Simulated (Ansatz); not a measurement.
# InAs under changes of volume

One of the cells (23.821 Å³/atom); the others are scaled copies at fixed shape and fractional positions:

```
In As
1.0
     0.00000    2.87730    2.87730
     2.87730    0.00000    2.87730
     2.87730    2.87730    0.00000
In As
1 1
Direct
  0.50000 0.50000 0.50000
  0.00000 0.00000 0.00000
```

Measurements of this composition are mostly on another form, of space group No. 216.

```yaml
Program: Ansatz 0.2.0
Functional: PBEsol
Potentials_or_basis: Ansatz PAW
Cutoff: "420 eV (not typed: the program's choice for these potentials)"
k_mesh: 8 × 8 × 8
Occupations: fermi-dirac, width 0.05 eV
Spin: no spin polarisation
```

| volume (Å³/atom) | energy over the lowest point (meV/atom) | pressure (GPa) |
| --- | --- | --- |
| 22.392 | 0.00 | 0.7 |
| 22.868 | 0.25 | -0.8 |
| 23.344 | ? | ? |
| 23.821 | 12.84 | -3.3 |
| 24.297 | 24.28 | -4.3 |
| 24.774 | 38.63 | -5.2 |
| 25.250 | 55.52 | -6.0 |

Problem. What does the run at 23.344 Å³/atom give?

Solution. Energy over the lowest point 4.69 meV/atom; pressure -2.1 GPa.

Worked out: A Birch-Murnaghan fit of order 3 (a polynomial in V^(-2/3)) to the other rows has its minimum at 22.60 Å³/atom with B0 = V·E''(V) = 72 GPa and B' = 4.8. It gives 4.68 meV/atom at 23.344 Å³/atom, against the run's 4.69, and -dE/dV = -2.1 GPa, against -2.1.

Energies are extrapolated to zero smearing.

Caveats: the PAW data sets come from PBE, with cores solved anew for the run's functional, which leaves a small shift of forces and pressure.
